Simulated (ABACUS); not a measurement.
# Al: changing the strain (εzz = s)

```
Al
1.0
     2.72176    0.00000    0.00000
     0.00000    2.72176    0.00000
     0.00000    0.00000    2.72176
Al
1
Direct
  0.00000 0.00000 0.00000
```

This isn't the form of Al at room conditions, which is fcc.

Kept alike: task single point; functional PBE; k mesh 7 × 7 × 7; occupations fermi-dirac, width 0.05 eV; no spin polarisation. Program: ABACUS, PseudoDojo NC SR 0.4.1 PBE standard, plane waves, cutoff 558 eV. The mesh is that of the run's cell of 1 atom. No spin-orbit coupling.

```csv
s,free energy over the lowest row (meV/atom)
-0.06,47.95
-0.03,10.25
0,0.00
0.03,9.54
0.06,31.37
```

The cell shown is the unstrained one; x, y and z are its Cartesian axes; atoms keep their fractions. For a metal such a mesh leaves the last digits unconverged.

Task: What does the strain (εzz = s) change here?

Result: The free energy is lowest at 0, and 47.95 meV an atom higher at -0.06.
